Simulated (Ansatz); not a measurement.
Nudged elastic band run: Si₈O₁₅

Input:

```yaml
crystal:
  lattice:
    - [0.0, 5.0462, 4.4946]
    - [4.097, 0.0, 4.4946]
    - [4.097, 5.0462, 0.0]
  atoms:
    - { symbol: Si, position: [0.20058538, 0.05151842, 0.94948309] }
    - { symbol: Si, position: [0.28619269, 0.44823819, 0.06281563] }
    - { symbol: Si, position: [0.80208029, 0.94942212, 0.04713149] }
    - { symbol: Si, position: [0.20770596, 0.04500493, 0.44809233] }
    - { symbol: O, position: [0.3985868, 0.51904149, 0.21748515] }
    - { symbol: O, position: [0.26570357, 0.15709989, 0.6115532] }
    - { symbol: O, position: [0.36951671, 0.71372731, 0.51520301] }
    - { symbol: O, position: [0.46722813, 0.11261719, 0.15191681] }
    - { symbol: O, position: [0.09625388, 0.99322789, 0.28363026] }
    - { symbol: O, position: [0.23153667, 0.34739518, 0.88433723] }
    - { symbol: O, position: [0.13403033, 0.78802507, 0.98224563] }
    - { symbol: Si, position: [0.71647176, 0.54032842, 0.44803559] }
    - { symbol: Si, position: [0.79945058, 0.95227999, 0.54825598] }
    - { symbol: Si, position: [0.30004881, 0.45431008, 0.54787914] }
    - { symbol: Si, position: [0.69898951, 0.54838291, 0.94907831] }
    - { symbol: O, position: [0.90581275, 0.01850199, 0.71063714] }
    - { symbol: O, position: [0.77060383, 0.65131394, 0.11131935] }
    - { symbol: O, position: [0.86521645, 0.21500268, 0.01633693] }
    - { symbol: O, position: [0.96501168, 0.61535642, 0.64741048] }
    - { symbol: O, position: [0.59412395, 0.481974, 0.78968198] }
    - { symbol: O, position: [0.73646023, 0.84635009, 0.38283144] }
    - { symbol: O, position: [0.63628427, 0.28402073, 0.48187951] }
    - { symbol: O, position: [0.53518228, 0.88595127, 0.84583011] }
basis:
  ecutwfc: 420.0
kpoints:
  mp_grid: { grid: [2, 2, 2] }
hamiltonian:
  xc: pbe
  dispersion: d3bj
  pseudopotentials: { kind: paw, azcp: { folder: soft_1 } }
scf:
  occupations: { method: gaussian, width: 0.02 }
  lower_state_search: "off"
neb:
  images: 3
  f_tol: 0.05
  initial_path: linear
  max_iterations: 80
  final_atoms:
    - { symbol: Si, position: [0.20063817, 0.04597557, 0.95101822] }
    - { symbol: Si, position: [0.29319748, 0.45439425, 0.05144181] }
    - { symbol: Si, position: [0.78527168, 0.95931099, 0.0506191] }
    - { symbol: Si, position: [0.2143016, 0.05238732, 0.43597433] }
    - { symbol: O, position: [0.40434667, 0.50726094, 0.21545378] }
    - { symbol: O, position: [0.26901224, 0.15301459, 0.61462359] }
    - { symbol: O, position: [0.36647089, 0.712479, 0.51674108] }
    - { symbol: O, position: [0.03294568, 0.38790909, 0.34742992] }
    - { symbol: O, position: [0.10184212, 0.98146734, 0.28154393] }
    - { symbol: O, position: [0.23476344, 0.34325574, 0.88753438] }
    - { symbol: O, position: [0.13116662, 0.78639806, 0.98387892] }
    - { symbol: Si, position: [0.69829412, 0.55103931, 0.45205837] }
    - { symbol: Si, position: [0.80154984, 0.95200273, 0.54992607] }
    - { symbol: Si, position: [0.29989983, 0.44895765, 0.54963558] }
    - { symbol: Si, position: [0.70108624, 0.54802109, 0.95074109] }
    - { symbol: O, position: [0.9064571, 0.0183449, 0.70939866] }
    - { symbol: O, position: [0.76398416, 0.65403078, 0.11628007] }
    - { symbol: O, position: [0.86428026, 0.21623263, 0.01718357] }
    - { symbol: O, position: [0.96531939, 0.61449066, 0.65320568] }
    - { symbol: O, position: [0.59477333, 0.48177875, 0.7884961] }
    - { symbol: O, position: [0.72979136, 0.84914456, 0.38771778] }
    - { symbol: O, position: [0.63527709, 0.28539639, 0.48280125] }
    - { symbol: O, position: [0.53558067, 0.88505764, 0.85154674] }
  order_check: true
```

Launched with:

```bash
$ ansatz run input.yaml --threads 1 --pin off --max-ram 3072MiB --backend cpu --events-out ev --progress --plain --runs-dir out
```

Output, in part (warnings, iteration lines):

```
NEB end point (image 0): max|allowed force component| = 1.944e-2 eV/Å (the criterion of neb.relax_end_points is 1.000e-2)
NEB end point (image 4): max|allowed force component| = 2.565e-2 eV/Å (the criterion of neb.relax_end_points is 1.000e-2)
NEB iter   1: max|band force component| = 1.951e1 eV/Å  barrier→ = 9.1666 eV  barrier← = 9.1663 eV  Δτ_max = 0.1016 Å  (49 SCF iters)
NEB iter   2: max|band force component| = 8.984e0 eV/Å  barrier→ = 5.7420 eV  barrier← = 5.7417 eV  Δτ_max = 0.0818 Å  (26 SCF iters)
NEB iter   3: max|band force component| = 3.090e0 eV/Å  barrier→ = 4.4898 eV  barrier← = 4.4895 eV  Δτ_max = 0.0476 Å  (24 SCF iters)
NEB iter   4: max|band force component| = 5.696e-1 eV/Å  barrier→ = 4.2148 eV  barrier← = 4.2145 eV  Δτ_max = 0.0259 Å  (24 SCF iters)
NEB iter   5: max|band force component| = 2.259e-1 eV/Å  barrier→ = 4.1787 eV  barrier← = 4.1784 eV  CI = image 2  Δτ_max = 0.0151 Å  (22 SCF iters)
NEB iter   6: max|band force component| = 1.382e-1 eV/Å  barrier→ = 4.1710 eV  barrier← = 4.1707 eV  CI = image 2  Δτ_max = 0.0115 Å  (19 SCF iters)
NEB iter   7: max|band force component| = 9.080e-2 eV/Å  barrier→ = 4.1671 eV  barrier← = 4.1668 eV  CI = image 2  Δτ_max = 0.0055 Å  (19 SCF iters)
NEB iter   8: max|band force component| = 4.135e-2 eV/Å  barrier→ = 4.1663 eV  barrier← = 4.1660 eV  CI = image 2  Δτ_max = 0.0000 Å  (270 SCF iters)
```

The forces met the threshold. Neighbouring images differ by up to 2.5 eV, so the band resolves the path poorly. By the program's own check the climbing image is a first-order saddle point (lowest curvatures found: -15.13 and 5.99 eV/Å²). Limits of this set-up: coarse k mesh.

Final band (atoms are numbered from 1 in the order of the input):

```csv
image,path coordinate (Å),energy (eV),Si3–O8 (Å),O8–Si12 (Å)
0,0.00,0.00,1.77,3.31
1,0.66,1.72,2.30,3.33
2,1.32,4.17,2.83,2.84
3,1.98,1.71,3.33,2.30
4,2.64,0.00,3.31,1.77
```

Time of the run: 2.6 min on 1 thread of AMD EPYC 9R45 96-Core Processor (Zen 5), on a shared host, peak memory 0.73 GiB.
